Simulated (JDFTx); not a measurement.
# BN under changes of volume

One of the cells (8.967 Å³/atom); the others are scaled copies at fixed shape and fractional positions:

```xyz
4
Lattice="2.4982 0.0000 0.0000 -1.2491 2.1635 0.0000 0.0000 0.0000 6.6357" Properties=species:S:1:pos:R:3 pbc="T T T"
N     1.2491    0.7212    1.6589
N     0.0000    1.4424    4.9768
B     1.2491    0.7212    4.9768
B     0.0000    1.4424    1.6589
```

```yaml
Program: JDFTx 1.7.0 (patched build)
Functional: PBEsol
Potentials_or_basis: PseudoDojo-SR-PBEsol-0.4.1-standard with smoothed tails
Cutoff: 1143 eV
Density_cutoff: 9143 eV
k_mesh: 12 × 12 × 4
Occupations: fermi-dirac, width 0.05 eV
Spin: no spin polarisation
```

```csv
volume (Å³/atom),energy over the lowest point (meV/atom),pressure (GPa),gap on the mesh (eV)
8.429,?,?,?
8.608,17.86,13.6,4.25
8.787,5.93,7.8,4.23
8.967,0.16,2.6,4.21
9.146,0.00,-2.2,4.19
9.325,4.97,-6.6,4.16
9.505,14.64,-10.6,4.14
```

Task: What does the run at 8.429 Å³/atom give?

Result: Energy over the lowest point 36.53 meV/atom; pressure 19.9 GPa; gap on the mesh 4.27 eV.

Worked out: A Birch-Murnaghan fit of order 3 (a polynomial in V^(-2/3)) to the other rows has its minimum at 9.06 Å³/atom with B0 = V·E''(V) = 241 GPa and B' = 3.7 at fixed shape and positions, which overstates the stiffness. It gives 36.54 meV/atom at 8.429 Å³/atom, against the run's 36.53, and -dE/dV = 19.9 GPa, against 19.9. A straight line through the other rows of the gap, of slope -1.12 eV per unit of ln V, extrapolates to 4.28 eV, against the run's 4.27.

Energies are extrapolated to zero smearing.

Caveats: this functional lacks dispersion, which binds the layers, so the pressure and a relaxed spacing across them are unreliable.

A mesh can miss the band edges.
